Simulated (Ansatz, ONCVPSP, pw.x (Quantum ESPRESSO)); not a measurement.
# What a changed setting does to a pw.x run (fcc Ta)

Potential: optimised norm-conserving Vanderbilt (ONCV), ONCVPSP 4.0.1.1 (patched build), PBE; core [Kr] 4d10 4f14, reference 5s2 5p6 5d3 6s1.75; waves: 5s+6s: rc 1.85 bohr, ncon 3, nbas 8, qcut 5.9 1/bohr, 2 projectors; 5p: rc 1.55 bohr, ncon 4, nbas 8, qcut 7.7 1/bohr, 2 projectors, debl 0.45 Ha; 5d: rc 1.90 bohr, ncon 4, nbas 7, qcut 6 1/bohr, 2 projectors, debl 3.9 Ha; local part: polynomial inside 1.30 bohr (lpopt 5, dvloc0 6 Ha); core correction: Teter function, fcfact 5.25, rcfact 1.15. In the p channel the program set the typed energies aside and used -1.510, 0.250 Ha.

The reference run (k-mesh 13³, cutoffs 65/260 Ry, Fermi–Dirac 0.01 Ry, mixing_beta 0.4, conv_thr 1e-9, no spin) gives -2.66 GPa at 18.931 Å³/atom, where all-electron LAPW gives -0.85 GPa. This run, with its own iteration cap, changes startingwfc to random.

```
&control
  calculation='scf', prefix='x', pseudo_dir='./', outdir='./tmp', tstress=.true., disk_io='none'
/
&system
  ibrav=0, nat=1, ntyp=1, ecutwfc=65, ecutrho=260, nbnd=14,
  occupations='smearing', smearing='fd', degauss=0.01
/
&electrons
  conv_thr=1e-09, mixing_beta=0.4, electron_maxstep=60, startingwfc='random'
/
ATOMIC_SPECIES
Ta 1.0 Ta.UPF
CELL_PARAMETERS angstrom
  0.00000000 2.11534489 2.11534489
  2.11534489 0.00000000 2.11534489
  2.11534489 2.11534489 0.00000000
ATOMIC_POSITIONS crystal
Ta 0.0000 0.0000 0.0000
K_POINTS automatic
13 13 13 0 0 0
```

```bash
pw.x < Ta.scf.in > Ta.scf.out
```

Question: How does the run end?

Answer: It converges in 7 iterations; the free energy moves by +0.0 meV/atom and the pressure by +0.00 GPa. The result is that of the reference run.

```
Message from routine setup:
     using ibrav=0 with symmetry is DISCOURAGED, use correct ibrav instead
     lattice parameter (alat)  =       5.6532  a.u.
     unit-cell volume          =     127.7527 (a.u.)^3
     number of electrons       =        13.00
     number of Kohn-Sham states=           14
     kinetic-energy cutoff     =      65.0000  Ry
     charge density cutoff     =     260.0000  Ry
     scf convergence threshold =      1.0E-09
     Exchange-correlation= PBE
     number of k points=    84  Fermi-Dirac smearing, width (Ry)=  0.0100
     iteration #  1     ecut=    65.00 Ry     beta= 0.40
     total energy              =    -125.71438068 Ry
     estimated scf accuracy    <       0.10794840 Ry
     iteration #  2     ecut=    65.00 Ry     beta= 0.40
     total energy              =    -125.71466061 Ry
     estimated scf accuracy    <       0.01491452 Ry
     iteration #  3     ecut=    65.00 Ry     beta= 0.40
     total energy              =    -125.71716998 Ry
     estimated scf accuracy    <       0.00040151 Ry
     iteration #  4     ecut=    65.00 Ry     beta= 0.40
     total energy              =    -125.71718818 Ry
     estimated scf accuracy    <       0.00001359 Ry
     iteration #  5     ecut=    65.00 Ry     beta= 0.40
     total energy              =    -125.71719176 Ry
     estimated scf accuracy    <       0.00000108 Ry
     iteration #  6     ecut=    65.00 Ry     beta= 0.40
     total energy              =    -125.71719196 Ry
     estimated scf accuracy    <          9.7E-09 Ry
     iteration #  7     ecut=    65.00 Ry     beta= 0.40
     the Fermi energy is    17.7532 ev
!    total energy              =    -125.71719196 Ry
     estimated scf accuracy    <          2.1E-10 Ry
     smearing contrib. (-TS)   =      -0.00540143 Ry
     The total energy is F=E-TS. E is the sum of the following terms:
     one-electron contribution =     -20.24365498 Ry
     hartree contribution      =      15.37619209 Ry
     xc contribution           =     -23.92666504 Ry
     ewald contribution        =     -96.91766261 Ry
     convergence has been achieved in   7 iterations
          total   stress  (Ry/bohr**3)                   (kbar)     P=      -26.59
     Message from routine punch:
     Nothing written, as per user request (disk_io='none')
```

The run took about 32 s on one core of a shared host (Neoverse-N1, 64 threads, 124 GiB, load 61).
